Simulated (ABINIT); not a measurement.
# PbSe (Clausthalite) (Fm-3m) in ABINIT: further runs

Runs on PbSe (Clausthalite). Level: PBE. Tasks: relaxation of cell and atoms.

All numbers are computed with ABINIT 10.8.3 (patched build); they aren't measurements. Logs are shortened: lines on timing, memory, paths and dates and some standing lists are left out, and cuts for length are marked. The log counts tension as positive stress, the text compression.

**1. Starting point**

It takes space group Fm-3m (No. 225, cubic). The conventional cell has a = 6.121 Å, b = 6.121 Å, c = 6.121 Å, α = 90.00°, β = 90.00°, γ = 90.00°. Around Pb (site symmetry m-3m) lie 6 Se at 3.06 Å. Se (site symmetry m-3m) is surrounded by 6 Pb at 3.06 Å.

**2. Relaxation of cell and atoms, PBE**

Input file run.abi:

```
# Pseudopotentials
pp_dirpath "./"
pseudos "Pb.GGA_PBE-JTH.xml, Se.GGA_PBE-JTH.xml"

# Structure
acell 4.3284127397 4.3284127397 4.3284127397 Angstrom
rprim
     0.0000000000     0.7071067812     0.7071067812
     0.7071067812     0.0000000000     0.7071067812
     0.7071067812     0.7071067812     0.0000000000
ntypat 2
znucl 82 34
natom 2
typat 1 2
xred
     0.0000000000     0.0000000000     0.0000000000
     0.5000000000     0.5000000000     0.5000000000
chkprim 0
chksymtnons 0
tolsym 1.0e-6

# Plane-wave basis
ecut 22.0
pawecutdg 44.0
pawxcdev 0

# k points
kptopt 1
ngkpt 8 8 8
nshiftk 1
shiftk 0.0 0.0 0.0

# Exchange and correlation
ixc 11

# Bands and occupations
nband 14
occopt 3
tsmear 0.05 eV

# SCF cycle
nstep 100
tolvrs 1.0e-9

# Output
iomode 3
prtwf 0
prtden 0
prteig 0
prtebands 0

# Relaxation
ionmov 2
ntime 60
tolmxf 0.0001
optcell 2
dilatmx 1.08
ecutsm 0.5
```

Potentials or basis: JTH PAW PBE v2.0.

Started as:

```bash
$ abinit run.abi > log 2>&1
```

run.abo:

```text
.Version 10.8.3 of ABINIT
 Symmetries : space group Fm -3 m (#225); Bravais cF (face-center cubic)
================================================================================
 Values of the parameters that define the memory need of the present run
     intxc =       0    ionmov =       2      iscf =      17    lmnmax =      18
     lnmax =       6     mgfft =      40  mpssoang =       3    mqgrid =    3001
     natom =       2  nloc_mem =       2    nspden =       1   nspinor =       1
    nsppol =       1      nsym =      48    n1xccc =       1    ntypat =       2
    occopt =       3   xclevel =       2
       mpw =        2421          nfft =       64000          nkpt =          29
 PAW method is used; the additional fine FFT grid is defined by:
   mgfftf=        54    nfftf =    157464
================================================================================
================================================================================

--------------------------------------------------------------------------------
------------- Echo of variables that govern the present computation ------------
--------------------------------------------------------------------------------
 -outvars: echo values of preprocessed input variables --------
            acell      8.1795146379E+00  8.1795146379E+00  8.1795146379E+00 Bohr
              amu      2.07200000E+02  7.89600000E+01
          chkprim           0
      chksymtnons           0
          dilatmx      1.08000000E+00
             ecut      2.20000000E+01 Hartree
           ecutsm      5.00000000E-01 Hartree
           ionmov           2
              ixc          11
         kptrlatt        8    0    0      0    8    0      0    0    8
          kptrlen      6.54361171E+01
            natom           2
            nband          14
            ngfft          40      40      40
          ngfftdg          54      54      54
             nkpt          29
            nstep         100
             nsym          48
            ntime          60
           ntypat           2
           occopt           3
          optcell           2
        pawecutdg      4.40000000E+01 Hartree
         pawxcdev           0
           prtden           0
        prtebands           0
           prteig           0
            prtwf           0
            rprim      0.0000000000E+00  7.0710678120E-01  7.0710678120E-01
                       7.0710678120E-01  0.0000000000E+00  7.0710678120E-01
                       7.0710678120E-01  7.0710678120E-01  0.0000000000E+00
          spgroup         225
           tolmxf      1.00000000E-04
           tolsym      1.00000000E-06
           tolvrs      1.00000000E-09
           tsmear      1.83746611E-03 Hartree
            typat      1  2
           useylm           1
           xangst      0.0000000000E+00  0.0000000000E+00  0.0000000000E+00
                       3.0606500001E+00  3.0606500001E+00  3.0606500001E+00
            xcart      0.0000000000E+00  0.0000000000E+00  0.0000000000E+00
                       5.7837902674E+00  5.7837902674E+00  5.7837902674E+00
             xred      0.0000000000E+00  0.0000000000E+00  0.0000000000E+00
                       5.0000000000E-01  5.0000000000E-01  5.0000000000E-01
            znucl       82.00000   34.00000

================================================================================

 chkinp: Checking input parameters for consistency.

================================================================================
== DATASET  1 ==================================================================

--- !DatasetInfo
iteration_state: {dtset: 1, }
dimensions: {natom: 2, nkpt: 29, mband: 14, nsppol: 1, nspinor: 1, nspden: 1, mpw: 2421, }
cutoff_energies: {ecut:  22.0, pawecutdg:  44.0, }
electrons: {nelect:   2.00000000E+01, charge:   0.00000000E+00, occopt:   3.00000000E+00, tsmear:   1.83746611E-03, }
meta: {optdriver: 0, ionmov: 2, optcell: 2, iscf: 17, paral_kgb: 0, }
...

 Exchange-correlation functional for the present dataset will be:
  GGA: Perdew-Burke-Ernzerhof functional - ixc=11
  J.P.Perdew, K.Burke, M.Ernzerhof, PRL 77, 3865 (1996)

 Real(R)+Recip(G) space primitive vectors, cartesian coordinates (Bohr,Bohr^-1):
 R(1)=  0.0000000  5.7837903  5.7837903  G(1)= -0.0864485  0.0864485  0.0864485
 R(2)=  5.7837903  0.0000000  5.7837903  G(2)=  0.0864485 -0.0864485  0.0864485
 R(3)=  5.7837903  5.7837903  0.0000000  G(3)=  0.0864485  0.0864485 -0.0864485
 Unit cell volume ucvol=  3.8696136E+02 bohr^3
 Angles (23,13,12)=  6.00000000E+01  6.00000000E+01  6.00000000E+01 degrees

 Coarse grid specifications (used for wave-functions):

 getcut: wavevector=  0.0000  0.0000  0.0000  ngfft=  40  40  40
         ecut(hartree)=     25.661   => boxcut(ratio)=   2.14453

 Fine grid specifications (used for densities):

 getcut: wavevector=  0.0000  0.0000  0.0000  ngfft=  54  54  54
         ecut(hartree)=     51.322   => boxcut(ratio)=   2.04786

--- Pseudopotential description ------------------------------------------------
- pspini: atom type   1  psp file is ./Pb.GGA_PBE-JTH.xml
 Pseudopotential format is: paw10
 basis_size (lnmax)=  6 (lmn_size= 18), orbitals=   0   0   1   1   2   2
 Spheres core radius: rc_sph= 2.40264019
 Shapefunction is BESSEL type: shapef(r,l)=aa(1,l)*jl(q(1,l)*r)+aa(2,l)*jl(q(2,l)*r)
 Radius for shape functions =  2.00872932
 Compensation charge density is not taken into account in XC energy/potential

- pspini: atom type   2  psp file is ./Se.GGA_PBE-JTH.xml
 Pseudopotential format is: paw10
 basis_size (lnmax)=  4 (lmn_size=  8), orbitals=   0   0   1   1
 Spheres core radius: rc_sph= 2.21132333
 Shapefunction is BESSEL type: shapef(r,l)=aa(1,l)*jl(q(1,l)*r)+aa(2,l)*jl(q(2,l)*r)
 Radius for shape functions =  2.00656599
 Compensation charge density is not taken into account in XC energy/potential

   1.09479230E+03                                ecore*ucvol(ha*bohr**3)
--------------------------------------------------------------------------------

================================================================================

=== [ionmov= 2] Broyden-Fletcher-Goldfarb-Shanno method (forces)
================================================================================

--- Iteration: ( 1/60) Internal Cycle: (1/1)
--------------------------------------------------------------------------------

---SELF-CONSISTENT-FIELD CONVERGENCE--------------------------------------------

--- !BeginCycle
iteration_state: {dtset: 1, itime: 1, icycle: 1, }
solver: {iscf: 17, nstep: 100, nline: 4, wfoptalg: 10, }
tolerances: {tolvrs: 1.00E-09, }
...

     iter   Etot(hartree)      deltaE(h)  residm     nres2
 ETOT  1  -69.214545582047    -6.921E+01 9.622E+00 7.725E+00
 ETOT  2  -70.863303820356    -1.649E+00 7.374E-01 1.114E+01
 ETOT  3  -70.831861563795     3.144E-02 6.680E-02 3.175E+00
 ETOT  4  -70.822642309769     9.219E-03 1.371E-02 3.644E-01
 ETOT  5  -70.823505974195    -8.637E-04 2.052E-02 2.744E-01
 ETOT  6  -70.822808449693     6.975E-04 8.557E-04 5.095E-02
 ETOT  7  -70.822887083575    -7.863E-05 1.133E-03 5.882E-03
 ETOT  8  -70.822896192430    -9.109E-06 1.731E-04 2.180E-03
 ETOT  9  -70.822886819378     9.373E-06 7.560E-05 2.606E-04
 ETOT 10  -70.822888027764    -1.208E-06 2.822E-04 3.127E-05
 ETOT 11  -70.822888045278    -1.751E-08 1.027E-05 1.196E-05
 ETOT 12  -70.822888032922     1.236E-08 4.037E-05 1.222E-06
 ETOT 13  -70.822888032374     5.484E-10 5.190E-05 1.791E-07
 ETOT 14  -70.822888032203     1.711E-10 5.407E-05 1.376E-08
 ETOT 15  -70.822888032188     1.461E-11 5.044E-05 2.932E-10
[... 348 lines left out ...]
 Gradient of E wrt nuclear positions in reduced coordinates (gred)
  0.00000000000000E+00  0.00000000000000E+00  0.00000000000000E+00
  0.00000000000000E+00  0.00000000000000E+00  0.00000000000000E+00
 Scale of Primitive Cell (acell) [bohr]
  8.30894915065648E+00  8.30894915065648E+00  8.30894915065648E+00
 Real space primitive translations (rprimd) [bohr]
  0.00000000000000E+00  5.87531428896340E+00  5.87531428896340E+00
  5.87531428896340E+00  0.00000000000000E+00  5.87531428896340E+00
  5.87531428896340E+00  5.87531428896340E+00  0.00000000000000E+00
 Unitary Cell Volume (ucvol) [Bohr^3]=  4.05623684511985E+02
 Angles (23,13,12)= [degrees]
  6.00000000000000E+01  6.00000000000000E+01  6.00000000000000E+01
 Lengths [Bohr]
  8.30894915065648E+00  8.30894915065648E+00  8.30894915065648E+00
 Stress tensor in cartesian coordinates (strten) [Ha/bohr^3]
 -1.68038903861079E-07  0.00000000000000E+00  0.00000000000000E+00
  0.00000000000000E+00 -1.68038903862813E-07  0.00000000000000E+00
  0.00000000000000E+00  0.00000000000000E+00 -1.68038903863681E-07
 Total energy (etotal) [Ha]= -7.08236342684333E+01

 Difference of energy with previous step (new-old):
           Absolute (Ha)=-1.79570E-06
           Relative     =-2.53545E-08

 At Broyd/MD step   4, gradients are converged :
  max grad (force/stress) = 1.6804E-05 < tolmxf= 1.0000E-04 ha/bohr (free atoms)

================================================================================

 ----iterations are completed or convergence reached----

 Mean square residual over all n,k,spin=   11.171E-11; max=  41.372E-09
 reduced coordinates (array xred) for    2 atoms
       0.000000000000      0.000000000000      0.000000000000
       0.500000000000      0.500000000000      0.500000000000
 rms dE/dt=  0.0000E+00; max dE/dt=  0.0000E+00; dE/dt below (all hartree)
    1       0.000000000000      0.000000000000      0.000000000000
    2       0.000000000000      0.000000000000      0.000000000000

 cartesian coordinates (angstrom) at end:
    1      0.00000000000000     0.00000000000000     0.00000000000000
    2      3.10908242650296     3.10908242650296     3.10908242650296

 cartesian forces (hartree/bohr) at end:
    1     -0.00000000000000    -0.00000000000000    -0.00000000000000
    2     -0.00000000000000    -0.00000000000000    -0.00000000000000
 frms,max,avg= 0.0000000E+00 0.0000000E+00   0.000E+00  0.000E+00  0.000E+00 h/b

 cartesian forces (eV/Angstrom) at end:
    1     -0.00000000000000    -0.00000000000000    -0.00000000000000
    2     -0.00000000000000    -0.00000000000000    -0.00000000000000
 frms,max,avg= 0.0000000E+00 0.0000000E+00   0.000E+00  0.000E+00  0.000E+00 e/A
 length scales=  8.308949150656  8.308949150656  8.308949150656 bohr
              =  4.396906534096  4.396906534096  4.396906534096 angstroms
 Fermi (or HOMO) energy (hartree) =   0.13158   Average Vxc (hartree)=  -0.33356
 Eigenvalues (hartree) for nkpt=  29  k points:
 kpt#   1, nband= 14, wtk=  0.00195, kpt=  0.0000  0.0000  0.0000 (reduced coord)
  -0.49128   -0.49128   -0.49128   -0.49091   -0.49091   -0.36054   -0.10975    0.06347
   0.06347    0.06347    0.29439    0.29439    0.29439    0.36906
      occupation numbers for kpt#   1
   2.00000    2.00000    2.00000    2.00000    2.00000    2.00000    2.00000    2.00000
   2.00000    2.00000    0.00000    0.00000    0.00000    0.00000
 prteigrs : prtvol=0 or 1, do not print more k-points.

--- !EnergyTerms
iteration_state     : {dtset: 1, itime: 4, icycle: 1, }
comment             : Components of total free energy in Hartree
kinetic             :  8.37775188556499E+00
hartree             :  2.13057081174571E+01
xc                  : -8.79580530865554E+00
Ewald energy        : -5.30509120248588E+01
psp_core            :  2.69903445322683E+00
local_psp           : -6.71246125127055E+01
PAW spherical_terms :  2.57652112562215E+01
internal            : -7.08236241337495E+01
'-kT*entropy'       : -3.99075390683741E-06
total_energy        : -7.08236281245034E+01
total_energy_eV     : -1.92720910023758E+03
...

--- !EnergyTermsDC
iteration_state     : {dtset: 1, itime: 4, icycle: 1, }
comment             : '"Double-counting" decomposition of free energy'
band_energy         : -5.61741149909818E+00
Ewald energy        : -5.30509120248588E+01
psp_core            :  2.69903445322683E+00
xc_dc               : -2.38660217890913E+01
PAW spherical_terms :  9.01168058214195E+00
internal            : -7.08236302776794E+01
'-kT*entropy'       : -3.99075390683741E-06
total_energy_dc     : -7.08236342684333E+01
total_energy_dc_eV  : -1.92720926742244E+03
...

--- !EnergyTermsWithPAWCore
iteration_state     : {dtset: 1, itime: 4, icycle: 1, }
comment             : 'Components of total free energy, including PAW core contributions'
Total energy        : -2.33121708822247E+04
Total energy DC     : -2.33121708883686E+04
Total energy (eV)   : -6.34356486108527E+05
Total energy DC (eV): -6.34356486275711E+05
...

 Cartesian components of stress tensor (hartree/bohr^3)
  sigma(1 1)= -1.68038904E-07  sigma(3 2)=  0.00000000E+00
  sigma(2 2)= -1.68038904E-07  sigma(3 1)=  0.00000000E+00
  sigma(3 3)= -1.68038904E-07  sigma(2 1)=  0.00000000E+00

-Cartesian components of stress tensor (GPa)         [Pressure=  4.9439E-03 GPa]
- sigma(1 1)= -4.94387524E-03  sigma(3 2)=  0.00000000E+00
- sigma(2 2)= -4.94387524E-03  sigma(3 1)=  0.00000000E+00
- sigma(3 3)= -4.94387524E-03  sigma(2 1)=  0.00000000E+00

== END DATASET(S) ==============================================================
================================================================================

 -outvars: echo values of variables after computation  --------
            acell      8.3089491507E+00  8.3089491507E+00  8.3089491507E+00 Bohr
           etotal     -7.0823634268E+01
            fcart     -0.0000000000E+00 -0.0000000000E+00 -0.0000000000E+00
                      -0.0000000000E+00 -0.0000000000E+00 -0.0000000000E+00
            rprim      0.0000000000E+00  7.0710678119E-01  7.0710678119E-01
                       7.0710678119E-01  0.0000000000E+00  7.0710678119E-01
                       7.0710678119E-01  7.0710678119E-01  0.0000000000E+00
           strten     -1.6803890386E-07 -1.6803890386E-07 -1.6803890386E-07
                       0.0000000000E+00  0.0000000000E+00  0.0000000000E+00
           xangst      0.0000000000E+00  0.0000000000E+00  0.0000000000E+00
                       3.1090824265E+00  3.1090824265E+00  3.1090824265E+00
             xred      0.0000000000E+00  0.0000000000E+00  0.0000000000E+00
                       5.0000000000E-01  5.0000000000E-01  5.0000000000E-01
 Calculation completed.
```

Wall time 2 min (1 thread of Arm Neoverse V2, shared host); peak memory 0.16 GiB.

Results:

```yaml
Free_energy: -1927.2093 eV
Relaxed_volume: 30.05 Å³/atom
Relaxed_cell: a = 4.397 Å, b = 4.397 Å, c = 4.397 Å, α = 60.00°, β = 60.00°, γ = 60.00°
Space_group_after_relaxing_to_0.05_Å: Fm-3m (No. 225)
Energy_gained_by_relaxing: 10.2 meV/atom
Ionic_steps: 4
Pressure_after_relaxing: 0.0 GPa
Band_gap_on_the_k_mesh: 0.43 eV, direct
Valence_electrons_inside_the_program's_atomic_spheres: Pb 11.30; Se 3.90
```

The path:
```csv
step,energy change (eV),largest force (eV/Å),pressure (GPa),volume (Å³)
1,0.0000,0.0000,2.44,57.34
2,-0.0060,0.0000,2.03,57.77
3,-0.0203,0.0000,0.11,59.97
4,-0.0203,0.0000,0.00,60.11
```

Final structure:
```
CELL_PARAMETERS angstrom
0.00000 3.10908 3.10908
3.10908 0.00000 3.10908
3.10908 3.10908 0.00000
ATOMIC_POSITIONS crystal
Pb 0.00000 0.00000 0.00000
Se 0.50000 0.50000 0.50000
```

Caveat: spin-orbit coupling is left out, which as a rule narrows the gap of such compounds by several tenths of an eV.

(Continued in part 2 of 2.)
